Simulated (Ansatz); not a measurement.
## Mn3Si in Ansatz: the effect of functional

Mn3Si:

```
Mn Si
1.0
     0.00000    2.86100    2.86100
     2.86100    0.00000    2.86100
     2.86100    2.86100    0.00000
Mn Si
3 1
Direct
  0.75000 0.75000 0.75000
  0.25000 0.25000 0.25000
  0.50000 0.50000 0.50000
  0.00000 0.00000 0.00000
```

Alike in all runs:

| Item | Value |
| --- | --- |
| Program | Ansatz 0.2.0 |
| Task | projected density of states |
| Potentials or basis | Ansatz PAW |
| k mesh | 5 × 5 × 5 |
| Occupations | fermi-dirac, width 0.05 eV |
| Spin | collinear spin, ferromagnetic start |
| Starting moments | [4.0, 4.0, 4.0, 0.0] μB |

| functional | cutoff | pressure (GPa) | moment (μB) |
| --- | --- | --- | --- |
| LDA | 420 eV (not typed: the program's choice for these potentials) | -23.3 | 1.06 |
| PBEsol | 420 eV (not typed: the program's choice for these potentials) | -16.0 | 1.04 |
| r2SCAN | 500 eV (not typed: the program's choice for these potentials) | -10.0 | 3.31 |
| HSE06 | 420 eV (not typed: the program's choice for these potentials) | ? | ? |
| PBE0 | 420 eV (not typed: the program's choice for these potentials) | -13.7 | 3.00 |
| r2SCAN0 | 500 eV (not typed: the program's choice for these potentials) | 23.8 | 7.10 |

**Question.** What does the run with functional HSE06 give?

**Answer.** Pressure 18.5 GPa; moment 7.18 μB.

Caveats: all runs use coarse meshes; the PAW data sets come from PBE, with cores solved anew for the run's functional, which leaves a small shift of forces and pressure; the density of states is complete only up to the lowest level of the last band computed; the magnetic or orbital state may not be the lowest (some runs); the starting moments weren't kept (some runs); the thresholds are loose for stress (some runs).

Runs at the PBE level aren't shown here.
